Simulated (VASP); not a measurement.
# NbC (Fm-3m) in VASP: further runs

One crystal, NbC, is run at these levels: PBE; tasks: relaxation of cell and atoms.

Program: VASP 6.6.1. These are calculated values, not measurements. Logs are shortened: lines on timing, memory, paths and dates and some standing lists are left out, and cuts for length are marked.

## (1) Starting point

It takes space group Fm-3m (No. 225, cubic). Conventional cell: a = 4.469 Å, b = 4.469 Å, c = 4.469 Å, α = 90.00°, β = 90.00°, γ = 90.00°. Nb (site symmetry m-3m) is surrounded by 6 C at 2.23 Å. C (site symmetry m-3m) has 6 Nb at 2.23 Å as nearest neighbours.

## (2) Relaxation of cell and atoms, PBE

The input, INCAR:

```
SYSTEM = NbC
  ALGO = Normal
  EDIFF = 1E-7
  EDIFFG = -0.002
  ENCUT = 900
  GGA = PE
  IBRION = 2
  ISIF = 3
  ISMEAR = 0
  LASPH = .True.
  LCHARG = .False.
  LREAL = .False.
  LWAVE = .False.
  NELM = 100
  NSW = 80
  PREC = Accurate
  SIGMA = 0.1
```

The input, KPOINTS:

```
k-points
0
Gamma
  16 16 16
  0 0 0
```

The input, POSCAR:

```
NbC
1.0
    0.0000000000      2.2345500000      2.2345500000
    2.2345500000      0.0000000000      2.2345500000
    2.2345500000      2.2345500000      0.0000000000
Nb C
1 1
Direct
    0.0000000000      0.0000000000      0.0000000000
    0.5000000000      0.5000000000      0.5000000000
```

Potentials or basis: VASP PAW PBE potentials, release 64 (Nb_sv, C_h).

Started as:

```console
$ cat potpaw_PBE.64/Nb_sv/POTCAR potpaw_PBE.64/C_h/POTCAR > POTCAR
$ mpirun -np 1 vasp_std > vasp.out
```

OUTCAR:

```text
SYSTEM = NbC
   EDIFF = 1E-7
   EDIFFG = -0.002
   ENCUT = 900
   GGA = PE
   IBRION = 2
   ISIF = 3
   ISMEAR = 0
   LASPH = .True.
   LREAL = .False.
   NELM = 100
   NSW = 80
   PREC = Accurate

 ion  position               nearest neighbor table
   1  0.000  0.000  0.000-   2 2.23   2 2.23   2 2.23   2 2.23   2 2.23   2 2.23
   2  0.500  0.500  0.500-   1 2.23   1 2.23   1 2.23   1 2.23   1 2.23   1 2.23

  LATTYP: Found a face centered cubic cell.
 ALAT       =     4.4691000000

  Lattice vectors:

 A1 = (   0.0000000000,   2.2345500000,   2.2345500000)
 A2 = (   2.2345500000,   0.0000000000,   2.2345500000)
 A3 = (   2.2345500000,   2.2345500000,   0.0000000000)

Analysis of symmetry for initial positions (statically):
=====================================================================
 Subroutine PRICEL returns:
 Original cell was already a primitive cell.

 Routine SETGRP: Setting up the symmetry group for a
 face centered cubic supercell.

 Subroutine GETGRP returns: Found 48 space group operations
 (whereof 48 operations were pure point group operations)
 out of a pool of 48 trial point group operations.

The static configuration has the point symmetry O_h .

Analysis of symmetry for dynamics (positions and initial velocities):
=====================================================================
 Subroutine PRICEL returns:
 Original cell was already a primitive cell.

 Routine SETGRP: Setting up the symmetry group for a
 face centered cubic supercell.

 Subroutine GETGRP returns: Found 48 space group operations
 (whereof 48 operations were pure point group operations)
 out of a pool of 48 trial point group operations.

The dynamic configuration has the point symmetry O_h .

 Subroutine INISYM returns: Found 48 space group operations
 (whereof 48 operations are pure point group operations),
 and found     1 'primitive' translations

----------------------------------------------------------------------------------------

                                     Primitive cell

  volume of cell :      22.3152

  direct lattice vectors                    reciprocal lattice vectors
     0.000000000  2.234550000  2.234550000    -0.223758699  0.223758699  0.223758699
     2.234550000  0.000000000  2.234550000     0.223758699 -0.223758699  0.223758699
     2.234550000  2.234550000  0.000000000     0.223758699  0.223758699 -0.223758699

  length of vectors
     3.160130916  3.160130916  3.160130916     0.387561435  0.387561435  0.387561435

  position of ions in fractional coordinates (direct lattice)
     0.000000000  0.000000000  0.000000000
[... 103 lines left out ...]
   GGA     = PE    functional components
   LHFCALC =     F    Hartree Fock is set to
   AEXX    =    0.0000 exact exchange contribution
   IVDW    =     0    specifies the selected vdW correction
   LEPSILON=     F    determine dielectric tensor
   LRPA    =     F    only Hartree local field effects (RPA)
 conjugate gradient relaxation of ions
 non-spin polarized calculation
 Gauss-broadening in eV      SIGMA  =   0.10
  energy-cutoff  :      900.00
  volume of cell :       22.32
 maximum number of plane-waves:      1384
   NGX = 15   NGY = 15   NGZ = 15

--------------------------------------- Ionic step        1  -------------------------------------------

 number of electron      17.0000000 magnetization

 Free energy of the ion-electron system (eV)
  ---------------------------------------------------
  ext. energy  EPLUGINS =         0.00000000
  ---------------------------------------------------
  free energy    TOTEN  =       -20.55099845 eV

  energy without entropy =      -20.54735875  energy(sigma->0) =      -20.54917860

------------------------ aborting loop because EDIFF is reached ----------------------------------------

  FORCE on cell =-STRESS in cart. coord.  units (eV):
  Direction    XX          YY          ZZ          XY          YZ          ZX
  --------------------------------------------------------------------------------------
  -------------------------------------------------------------------------------------
  Total        0.4084934      0.4084934      0.4084934      0.0000000      0.0000000      0.0000000
  in kB       29.3288720     29.3288720     29.3288720      0.0000000      0.0000000      0.0000000
  external PRESSURE =      29.3288720 kB  Pullay stress =       0.0000000 kB
[... 239 lines left out ...]
--------------------------------------- Ionic step        8  -------------------------------------------

 number of electron      17.0000000 magnetization

 Free energy of the ion-electron system (eV)
  ---------------------------------------------------
  ext. energy  EPLUGINS =         0.00000000
  ---------------------------------------------------
  free energy    TOTEN  =       -20.55259118 eV

  energy without entropy =      -20.54891168  energy(sigma->0) =      -20.55075143

 E-fermi :  12.7423     XC(G=0): -13.0747

 val. band max:       12.7034207471   @ k =  -0.1875   0.1875   0.0000
 cond. band min:      12.7630078385   @ k =  -0.3750   0.4375   0.1250
 fundamental gap:      0.0595870914
 Fermi energy:        12.7422886750

 k-point     1 :       0.0000    0.0000    0.0000
  band No.  band energies     occupation
      1     -43.0219      2.00000
      2     -18.7337      2.00000
      3     -18.7337      2.00000
      4     -18.7337      2.00000
      5      -0.6467      2.00000
      6      11.4649      2.00000
      7      11.4649      2.00000
      8      11.4649      2.00000
      9      12.5439      1.99497
     10      12.5439      1.99497
     11      12.5439      1.99497
     12      13.1040      0.00000
[... 331 lines left out ...]
 k-point    24 :      -0.0625    0.0625    0.0000
  band No.  band energies     occupation
      1     -43.0118      2.00000
      2     -18.8122      2.00000
      3     -18.7554      2.00000
      4     -18.7357      2.00000
      5      -0.3894      2.00000
      6      10.5743      2.00000
      7      10.7136      2.00000
      8      10.8101      2.00000
      9      11.6110      2.00000
     10      12.4345      1.99999
     11      13.1967      0.00000
     12      14.1825      0.00000

 [... further k-points ...]

------------------------ aborting loop because EDIFF is reached ----------------------------------------

  FORCE on cell =-STRESS in cart. coord.  units (eV):
  Direction    XX          YY          ZZ          XY          YZ          ZX
  --------------------------------------------------------------------------------------
  -------------------------------------------------------------------------------------
  Total        0.0011163      0.0011163      0.0011163     -0.0000000      0.0000000     -0.0000000
  in kB        0.0794483      0.0794483      0.0794483     -0.0000000      0.0000000     -0.0000000
  external PRESSURE =       0.0794483 kB  Pullay stress =       0.0000000 kB
[... 17 lines left out ...]
  FREE ENERGIE OF THE ION-ELECTRON SYSTEM (eV)
  ---------------------------------------------------
  free  energy   TOTEN  =       -20.5525911814 eV

  energy  without entropy=      -20.5489116837  energy(sigma->0) =      -20.55075143

 reached required accuracy - stopping structural energy minimisation
```

CONTCAR:

```text
NbC
   1.00000000000000
    -0.0000000000000000    2.2410955460887050    2.2410955460887050
     2.2410955460887050    0.0000000000000000    2.2410955460887050
     2.2410955460887050    2.2410955460887050    0.0000000000000000
  Nb              C
     1     1
Direct
     0.0000000000000000    0.0000000000000000    0.0000000000000000
     0.5000000000000000    0.5000000000000000    0.5000000000000000

  0.00000000E+00  0.00000000E+00  0.00000000E+00
  0.00000000E+00  0.00000000E+00  0.00000000E+00
```

Wall time 12 min (1 thread of AMD EPYC 7R43 (Zen 3), shared host); peak memory 0.22 GiB.

Results:

| Item | Value |
| --- | --- |
| Free energy | -20.5526 eV |
| Relaxed volume | 11.26 Å³/atom |
| Relaxed cell | a = 3.169 Å, b = 3.169 Å, c = 3.169 Å, α = 60.00°, β = 60.00°, γ = 60.00° |
| Space group after relaxing (to 0.05 Å) | Fm-3m (No. 225) |
| Energy gained by relaxing | 0.8 meV/atom |
| Ionic steps | 8 |
| Pressure after relaxing | 0.0 GPa |
| Band gap on the k mesh | none (metal or under the smearing width) |

Step by step:
```tsv
step	energy change (eV)	largest force (eV/Å)	pressure (GPa)	volume (Å³)
1	0.0000	0.0000	2.93	22.32
2	0.0074	0.0000	-6.01	22.98
3	-0.0016	0.0000	0.14	22.51
4	-0.0016	0.0000	-0.12	22.52
5	-0.0016	0.0000	-0.12	22.52
6	-0.0016	0.0000	0.21	22.49
7	-0.0016	0.0000	0.07	22.51
8	-0.0016	0.0000	0.01	22.51
```

Final structure:
```
CELL_PARAMETERS angstrom
0.00000 2.24110 2.24110
2.24110 0.00000 2.24110
2.24110 2.24110 0.00000
ATOMIC_POSITIONS crystal
Nb 0.00000 0.00000 0.00000
C 0.50000 0.50000 0.50000
```

Caveat: the cutoff is under 1.25 times the usual one of these potentials, so pressure, stress and relaxed cells hold a basis-set (Pulay) error. Zero-point motion and thermal expansion aren't in these numbers.

## (3) Relaxation of cell and atoms, PBE

This run uses another cell than the first one, of 11.26 Å³/atom, 1.009 times its volume.

INCAR is that of step 2.

KPOINTS is that of step 2.

The input, POSCAR:

```
NbC                                     
1.0
   -0.0000000000      2.2410955461      2.2410955461
    2.2410955461      0.0000000000      2.2410955461
    2.2410955461      2.2410955461      0.0000000000
  Nb              C             
     1     1
Direct
     0.0000000000000000    0.0000000000000000    0.0000000000000000
     0.5000000000000000    0.5000000000000000    0.5000000000000000
```

Potentials or basis: VASP PAW PBE potentials, release 64 (Nb_sv, C_h).

Started as:

```console
$ cat potpaw_PBE.64/Nb_sv/POTCAR potpaw_PBE.64/C_h/POTCAR > POTCAR
$ mpirun -np 1 vasp_std > vasp.out
```

Wall time 83 s (1 thread of AMD EPYC 7R43 (Zen 3), shared host); peak memory 0.21 GiB.

The run converged. Its results:

```
Free energy             : -20.5528 eV
Pressure after relaxing : 0.0 GPa
Band gap on the k mesh  : none (metal or under the smearing width)
```

Final structure:
```xyz
2
Lattice="0.0000 2.2411 2.2411 2.2411 0.0000 2.2411 2.2411 2.2411 0.0000" Properties=species:S:1:pos:R:3 pbc="T T T"
Nb    0.0000    0.0000    0.0000
C     2.2411    2.2411    2.2411
```

Levels at points of the mesh, in eV from the Fermi level:
```csv
k point,band 7,band 8,band 9,band 10,band 11,band 12
"(0.00, 0.00, 0.00)",-1.28,-1.28,-0.20,-0.20,-0.20,0.36
"(0.50, 0.00, 0.00)",-5.06,-5.06,2.12,2.12,3.54,5.78
"(0.50, 0.50, 0.00)",-3.84,-1.29,-1.29,1.97,3.20,3.20
```

Caveat: the cutoff is under 1.25 times the usual one of these potentials, so pressure, stress and relaxed cells hold a basis-set (Pulay) error; the relaxation stopped at its first step, so nothing moved.
